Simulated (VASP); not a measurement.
Write the native input for VASP 6.6.1 that does the following.

```yaml
Task: single point
Functional: PBE
Potentials_or_basis: VASP PAW PBE potentials, release 64 (Ge)
Cutoff: 520 eV
k_mesh: 10 × 10 × 10
Occupations: gaussian, width 0.02 eV
Spin: no spin polarisation
Further_INCAR_settings: ALGO = Normal; EDIFF = 1e-07; NBANDS = 11
```

The structure of Ge lies in POSCAR:

```
Ge                                      
1.0
    0.0000000000      2.9195709528      2.9195709528
    2.9195709528      0.0000000000      2.9195709528
    2.9195709528      2.9195709528      0.0000000000
  Ge            
     2
Direct
     0.0000000000000000    0.0000000000000000    0.0000000000000000
     0.2500000000000000    0.2500000000000000    0.2500000000000000
```

The cell isn't the ideal one: a relaxed cell with its volume scaled by 1.03.

One way to write it, as run:

INCAR

```
SYSTEM = Ge
PREC     = Accurate       ! precision mode
ENCUT    = 520            ! plane-wave cutoff, eV
EDIFF    = 1E-7           ! SCF threshold, eV
ISMEAR   = 0              ! smearing method
SIGMA    = 0.02           ! smearing width, eV
LREAL    = .FALSE.        ! projectors in reciprocal space
LASPH    = .TRUE.         ! aspherical terms in the spheres
NELM     = 80             ! most SCF steps
ALGO     = Normal         ! electronic algorithm
ISIF     = 2              ! what is computed and relaxed
LWAVE    = .FALSE.        ! write WAVECAR
LCHARG   = .FALSE.        ! write CHGCAR
GGA      = PE             ! functional
NBANDS   = 11             ! bands
```

KPOINTS

```
Automatic mesh
0
G
  10 10 10
  0 0 0
```

Potentials or basis: VASP PAW PBE potentials, release 64 (Ge).

Launch:

```console
$ cat potpaw_PBE.64/Ge/POTCAR > POTCAR
$ mpirun -np 1 vasp_std > vasp.out
```

It gave:

```json
{
  "Pressure": "-1.6 GPa",
  "Band gap on the k mesh": "none (metal or under the smearing width)"
}
```

Run time: 7.3 s on 1 thread of Intel(R) Xeon(R) 6975P-C (Granite Rapids), with other jobs on the host, peak memory 0.17 GiB.
